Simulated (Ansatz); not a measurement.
AgCl (Chlorargyrite):

```
CELL_PARAMETERS angstrom
0.00000 2.73500 2.73500
2.73500 0.00000 2.73500
2.73500 2.73500 0.00000
ATOMIC_POSITIONS crystal
Ag 0.00000 0.00000 0.00000
Cl 0.50000 0.50000 0.50000
```

Base run:

* Program: Ansatz 0.2.0
* Functional: PBE
* Potentials or basis: all-electron PAW datasets made for the crystal
* Cutoff: 260 eV
* Density cutoff: 1040 eV
* k mesh: 6 × 6 × 6
* Occupations: fermi-dirac, width 0.05 eV
* Spin: no spin polarisation

Its results: band gap on the k mesh 0.91 eV, indirect (least direct gap 3.40 eV).

After a change of settings the same cell gave: band gap on the k mesh 2.40 eV, indirect (least direct gap 4.82 eV). Which change was it?
A. functional from PBE to PBE0; cutoff from 260 eV to 290 eV; density cutoff from 1040 eV to 1160 eV
B. functional from PBE to HSE06; cutoff from 260 eV to 290 eV; density cutoff from 1040 eV to 1160 eV
C. potentials or basis from all-electron PAW datasets made for the crystal to all-electron LAPW, scalar-relativistic; cutoff from 260 eV to 217 eV; density cutoff from 1040 eV to 868 eV; k mesh from 6 × 6 × 6 to 8 × 8 × 8

B.

HSE06 gives the wider gap, since exact exchange removes part of the self-interaction.

Not every run made on this cell is shown here.
